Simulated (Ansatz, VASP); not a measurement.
**TiSi in VASP and in Ansatz**

```
Ti Si
1.0
     1.81618   -2.11762    0.00000
     1.81618    2.11762    0.00000
     0.00000    0.00000    3.68982
Ti Si
1 1
Direct
  0.50000 0.50000 0.00000
  0.00000 0.00000 0.50000
```

Change from the starting cell: strain +0.000 along x and y, -0.030 along z, atoms carried along.

Alike in both runs: task single point; functional LDA; k mesh 18 × 18 × 12; occupations gaussian, width 0.15 eV; no spin polarisation.

|  | VASP | Ansatz |
| --- | --- | --- |
| version | VASP 6.6.1 | Ansatz 0.2.0 |
| potentials or method | VASP PAW LDA potentials, release 64 (Ti_sv, Si) | scalar-relativistic, plane waves, PAW |
| plane-wave cutoff (eV) | 520 | 420 |
| valence electrons in the cell | 16 | 16 |

|  | VASP | Ansatz | Ansatz less VASP |
| --- | --- | --- | --- |
| gap on the k mesh at the Fermi level (eV) | none | none | - |
| pressure (GPa) | -3.1 | -3.3 | -0.18 |
| largest component of the traceless stress (GPa) | 3.11 | 3.05 | -0.064 |

A gap of «none» marks a metal or a gap that the smearing closes.
